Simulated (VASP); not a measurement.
A run of VASP 6.6.1:

File INCAR:

```
SYSTEM = Mg3Sb2
PREC = Accurate
ENCUT = 520
EDIFF = 1E-6
ISMEAR = 0
SIGMA = 0.012
LREAL = .FALSE.
LASPH = .TRUE.
NELM = 100
ALGO = Normal
ISIF = 2
LWAVE = .FALSE.
LCHARG = .TRUE.
GGA = PE
LELF = .TRUE.
LVHAR = .TRUE.
NBANDS = 16
```

File KPOINTS:

```
regular mesh
0
G
  7 7 4
  0 0 0
```

Contents of POSCAR:

```
Mg3Sb2
1.0
    4.5820000000      0.0000000000      0.0000000000
   -2.2910000000      3.9681284001      0.0000000000
    0.0000000000      0.0000000000      7.2440000000
Sb Mg
2 3
Direct
    0.6666666667      0.3333333333      0.7650000000
    0.3333333333      0.6666666667      0.2350000000
    0.0000000000      0.0000000000      0.0000000000
    0.6666666667      0.3333333333      0.3700000000
    0.3333333333      0.6666666667      0.6300000000
```

Potentials or basis: VASP PAW PBE potentials, release 64 (Sb, Mg).

Launch:

```console
$ cat potpaw_PBE.64/Sb/POTCAR potpaw_PBE.64/Mg/POTCAR > POTCAR
$ mpirun -np 1 vasp_std > vasp.out
```

Hardware: 1 thread of Intel(R) Xeon(R) Platinum 8375C CPU @ 2.90GHz (Ice Lake), with other jobs on the host.

**Question.** Estimate the wall time of this run.

**Answer.** Run time: 49 s on 1 thread of Intel(R) Xeon(R) Platinum 8375C CPU @ 2.90GHz (Ice Lake), with other jobs on the host, peak memory 0.26 GiB. Counts: scf iterations 13, k points 28.
